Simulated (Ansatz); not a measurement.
# BAs: eigenvalues along the path

```xyz
2
Lattice="0.0000 2.3407 2.3885 2.3407 0.0000 2.3885 2.3407 2.3407 0.0000" Properties=species:S:1:pos:R:3 pbc="T T T"
B     0.0000    0.0000    0.0000
As    3.5111    3.5111    3.5827
```

Atom numbers follow the list: B1, As2.

The cell is COD entry 9008833, as deposited and not checked against the literature; nothing was relaxed. The listed cell was then made from it by scaling, straining or moving an atom.

Theory: Ansatz 0.2.0, DFT, PBE, all-electron LAPW, scalar-relativistic.

Sampling and basis: a Γ-centred 15×15×15 k mesh, Fermi–Dirac smearing of 0.03 eV, basis error target 0.25 meV/atom, no spin polarisation.

Path points, in fractions of the reciprocal vectors: Γ (0.000, 0.000, 0.000), X (0.500, 0.000, 0.500), P (0.750, 0.250, 0.500), N (0.500, 0.500, 0.500), M (0.500, 0.500, 0.000), S (0.630, 0.630, 0.260), S0 (0.370, 0.370, 0.740). Levels in eV from the valence-band top; bands 11 to 16, counted from the lowest band of the run. The gap is 0.99 eV, indirect from Γ to the line Γ–X (0.5, 0, 0.5).

```
# k(1/Å) point b11 b12 b13 b14 b15 b16
0.000 Γ -15.84 -0.21 0.00 0.00 3.23 3.23
0.268 - -15.61 -1.05 -0.97 -0.90 2.70 4.29
0.537 - -14.93 -2.99 -2.38 -2.29 1.86 5.45
0.805 - -13.82 -5.26 -3.47 -3.41 1.23 3.60
1.074 - -12.41 -7.46 -4.16 -4.12 0.99 2.10
1.342 X -11.39 -8.76 -4.39 -4.36 1.24 1.26
1.474 - -11.38 -8.72 -4.54 -4.49 1.51 1.54
1.605 - -11.34 -8.62 -4.91 -4.80 2.22 2.31
1.737 - -11.28 -8.47 -5.33 -5.14 3.21 3.42
1.868 - -11.24 -8.33 -5.67 -5.39 4.32 4.73
2.000 P -11.22 -8.27 -5.80 -5.47 5.04 5.90
2.190 - -11.47 -8.21 -5.99 -4.76 4.53 5.58
2.379 - -11.97 -8.41 -5.32 -3.78 3.99 4.87
2.569 - -12.42 -8.78 -4.00 -2.88 3.67 4.47
2.759 - -12.72 -9.05 -2.57 -2.28 3.24 4.62
2.949 N -12.82 -9.14 -2.08 -1.83 2.84 4.72
3.180 - -13.40 -8.23 -1.96 -1.72 2.90 4.77
3.411 - -14.37 -6.28 -1.61 -1.40 3.07 4.79
3.642 - -15.17 -3.92 -1.07 -0.89 3.33 4.42
3.873 - -15.67 -1.49 -0.45 -0.31 3.46 3.65
4.103 Γ -15.84 -0.21 0.00 0.00 3.23 3.23
4.367 - -15.62 -1.17 -0.87 -0.87 2.86 4.36
4.630 - -14.96 -3.20 -2.20 -2.20 2.08 5.44
4.893 - -13.90 -5.48 -3.27 -3.27 1.48 3.68
5.156 - -12.54 -7.66 -3.95 -3.95 1.26 2.29
5.419 M -11.57 -8.92 -4.18 -4.18 1.48 1.52
5.517 - -11.56 -8.90 -4.38 -4.15 1.53 1.79
5.616 - -11.53 -8.84 -4.86 -4.07 1.61 2.55
5.715 - -11.50 -8.74 -5.45 -3.93 1.75 3.59
5.813 - -11.50 -8.61 -5.97 -3.74 1.95 4.80
5.912 S -11.56 -8.46 -6.34 -3.51 2.19 6.06
6.232 - -12.22 -8.60 -5.17 -2.80 2.97 6.59
6.552 - -12.75 -9.08 -2.65 -1.98 3.30 4.60
6.872 - -12.75 -9.08 -2.65 -1.98 3.30 4.60
7.192 - -12.22 -8.60 -5.17 -2.80 2.97 6.59
7.512 S0 -11.56 -8.46 -6.34 -3.51 2.19 6.06
7.793 - -12.37 -7.75 -6.18 -2.62 3.10 7.31
8.074 - -13.70 -6.27 -4.89 -1.58 4.03 5.59
8.355 - -14.85 -4.14 -3.11 -0.67 4.12 4.29
8.636 - -15.59 -1.66 -1.22 -0.15 3.50 3.57
8.917 Γ -15.84 -0.21 0.00 0.00 3.23 3.23
```
